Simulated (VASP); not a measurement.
Crystal: TiO2 (Rutile).

```
Ti O
1.0
     4.59271    0.00000    0.00000
     0.00000    4.59271    0.00000
     0.00000    0.00000    2.94174
Ti O
2 4
Direct
  0.00000 0.00000 0.00000
  0.50000 0.50000 0.50000
  0.30432 0.30432 0.00000
  0.19568 0.80432 0.50000
  0.69568 0.69568 0.00000
  0.80432 0.19568 0.50000
```

Base run:

| Quantity | Value |
| --- | --- |
| Program | VASP 6.6.1 |
| Functional | r2SCAN |
| Potentials or basis | VASP PAW PBE potentials, release 64 (Ti_sv, O) |
| Cutoff | 520 eV |
| k mesh | 6 × 6 × 10 |
| Occupations | gaussian, width 0.03 eV |
| Spin | no spin polarisation |

Its results: band gap on the k mesh 2.24 eV, direct; pressure 2.8 GPa; largest force 0.026 eV/Å.

Problem. The run is repeated on the same cell with these changes: functional from r2SCAN to PBE. What comes out?

Solution. Band gap on the k mesh 1.87 eV, direct; pressure 7.4 GPa; largest force 0.071 eV/Å.

r2SCAN gives the wider gap, since meta-GGAs in the generalised Kohn-Sham scheme recover part of the derivative discontinuity.

Caveats: the PAW data sets were made with another functional, which shifts forces and pressure a little (some runs).
